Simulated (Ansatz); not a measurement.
Born–Oppenheimer molecular dynamics of a periodic cell of 24 atoms, Li₂O (host Li2O, host structure Fm-3m). It starts from a structure without forces on its atoms.

Method: Ansatz 0.2.0, DFT PBE, scalar-relativistic, plane waves, PAW. Settings: accuracy low, cutoff 420 eV, k mesh 2x2x2, fermi-dirac smearing 0.05 eV, no spin polarisation.

| Item | Value |
| --- | --- |
| ensemble | NVE (velocity Verlet) |
| time step | 1 fs |
| steps asked | 210 |
| starting velocities drawn for | 1400 K |
| seed | 373324 |

First frame:

```xyz
24
Lattice="0.0000 4.7063 4.7063 4.7063 0.0000 4.7063 4.7063 4.7063 0.0000" Properties=species:S:1:pos:R:3
Li 1.177 1.177 1.177
Li 3.530 3.530 3.530
O 2.353 2.353 2.353
Li 3.530 3.530 1.177
Li 5.883 5.883 3.530
O 4.706 4.706 2.353
Li 3.530 1.177 3.530
Li 5.883 3.530 5.883
O 4.706 2.353 4.706
Li 5.883 3.530 3.530
Li 8.236 5.883 5.883
O 7.059 4.706 4.706
Li 1.177 3.530 3.530
Li 3.530 5.883 5.883
O 2.353 4.706 4.706
Li 3.530 5.883 3.530
Li 5.883 8.236 5.883
O 4.706 7.059 4.706
Li 3.530 3.530 5.883
Li 5.883 5.883 8.236
O 4.706 4.706 7.059
Li 5.883 5.883 5.883
Li 8.236 8.236 8.236
O 7.059 7.059 7.059
```

(1) What does the run give?

(2) What happens to the structure?

(3) How do temperature and energy run in time?

Answers

(1) All steps were run.

```
steps done                                               : 210
time covered                                             : 210 fs
mean temperature over the second half                    : 707 K
spread of the potential energy over the second half      : 14.1 meV per atom
mean potential energy of the second half above the start : 85.9 meV per atom
```

The conserved energy stayed within 0.24 meV per atom of its start (net change 0.14 meV per atom), so the integration is sound. Over the second half the temperature averaged 0.51 of the 1400 K drawn at the start: a run that starts near a minimum puts about half its kinetic energy into the potential. A run of 0.21 ps of so small a system gives no equilibrium averages. Limits of this set-up: coarse k mesh, low accuracy level.

(2) Mean squared displacements from the first frame to the last, about the centre of mass: Li 0.06 Å², O 0.02 Å². The details hang on the random start.

(3) 
```tsv
time (fs)	T (K)	potential energy less start (eV)	conserved less start (meV/atom)
0.0	1400	0.000	0.00
17.0	312	3.239	0.23
34.0	677	2.152	0.12
51.0	717	2.032	0.12
68.0	729	1.999	0.10
85.0	723	2.018	0.15
102.0	792	1.811	0.11
119.0	642	2.257	0.11
136.0	620	2.322	0.14
153.0	888	1.525	0.06
170.0	535	2.576	0.14
187.0	813	1.748	0.12
204.0	826	1.709	0.09
```

Run time: 11 min on 1 thread of Arm Neoverse V2, on a shared host, peak memory 0.57 GiB.
